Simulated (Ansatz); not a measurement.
ZrC, DFT, PBE, all-electron LAPW, scalar-relativistic (Ansatz 0.2.0), run on 1 thread of Intel(R) Xeon(R) 6975P-C (Granite Rapids) on a shared host.

The cell is a measured one (Crystallography Open Database entry 1562921); the temperature and pressure of the measurement aren't taken into account, and nothing was relaxed. The listed cell was then made from it by scaling, straining or moving an atom.

Command: `ansatz run input.yaml --threads 1 --pin off --max-ram 3072MiB --backend cpu --events-out ev --progress --plain --runs-dir out`

```yaml
crystal:
  lattice:
    - [0.0, 2.3972142, 2.35021]
    - [2.3972142, 0.0, 2.35021]
    - [2.3972142, 2.3972142, 0.0]
  atoms:
    - { symbol: Zr, position: [0.5, 0.5, 0.5] }
    - { symbol: C, position: [0.0, 0.0, 0.0] }
kpoints:
  mp_grid: { grid: [15, 15, 15] }
  band_path:
    path:
      - [0.0, 0.0, 0.0]
      - [0.0, 0.5, 0.5]
      - [0.25, 0.75, 0.5]
      - [0.0, 0.5, 0.0]
      - [0.0, 0.0, 0.0]
      - [0.5, 0.5, 0.0]
      - [0.38005, 0.61995, 0.0]
      - [-0.38005, 0.38005, 0.0]
      - [0.0, 0.0, 0.0]
    npoints: 5
scf:
  occupations: { method: fermi_dirac, width: 0.05 }
hamiltonian:
  xc: pbe
  pseudopotentials: { kind: all_electron, lapw: { basis_error: 0.00025 } }
output:
  forces: true
  stress: true
  eigenvalues: true
```

Task: How large is the problem that the program sets up?

Result: 288 irreducible k-points, 331 plane waves at Γ, 22 bands.

Task: Estimate the wall time and the peak memory.

Result: 30 s of wall time for 10 SCF iterations, with a peak of 0.76 GiB. Times on shared machines scatter by tens of per cent.
